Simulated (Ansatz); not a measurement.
Crystal: HgTe.

```xyz
2
Lattice="-3.0456 3.0456 1.5594 3.0456 -3.0456 1.5594 3.0456 3.0456 -1.5594" Properties=species:S:1:pos:R:3 pbc="T T T"
Hg    0.0000    3.0456    0.7797
Te    0.0000    0.0000    0.0000
```

Measurements of this composition are mostly on another form, of space group No. 216.

| Item | Value |
| --- | --- |
| Program | Ansatz 0.2.0 |
| Task | relaxation of cell and atoms |
| Functional | PBEsol |
| Dispersion | D4 |
| Potentials or basis | Ansatz PAW |
| Cutoff | 420 eV (not typed: the program's choice for these potentials) |
| k mesh | 10 × 10 × 10 |
| Occupations | fermi-dirac, width 0.05 eV |
| Spin | no spin polarisation |

At the start: volume 28.93 Å³/atom.

Q: Where does the relaxation end?

A: It ends after 6 steps and the volume is 25.84 Å³/atom (-10.7 %); space group I-4m2 (No. 119, to 0.05 Å).

Step by step:
```
step  energy change (eV)  largest force (eV/Å)  volume (Å³)
   1              0.0000                0.0000        57.86
   2             -0.1463                0.0000        51.73
   3             -0.1564                0.0000        50.66
   4             -0.1616                0.0000        51.78
   5             -0.1616                0.0000        51.69
   6             -0.1604                0.0000        51.69
```

Final structure:
```
Hg Te
1.0
    -2.85891    2.85891    1.58096
     2.85891   -2.85891    1.58096
     2.85891    2.85891   -1.58096
Hg Te
1 1
Cartesian
  0.0000 2.8589 0.7905
  0.0000 0.0000 0.0000
```

Caveat: the plane-wave basis is chosen anew once the cell has moved, so the energies of steps on either side of that aren't comparable; pairwise dispersion overbinds metals, which lowers pressure and volume; the PAW data sets come from PBE, with cores solved anew for the run's functional, which leaves a small shift of forces and pressure.
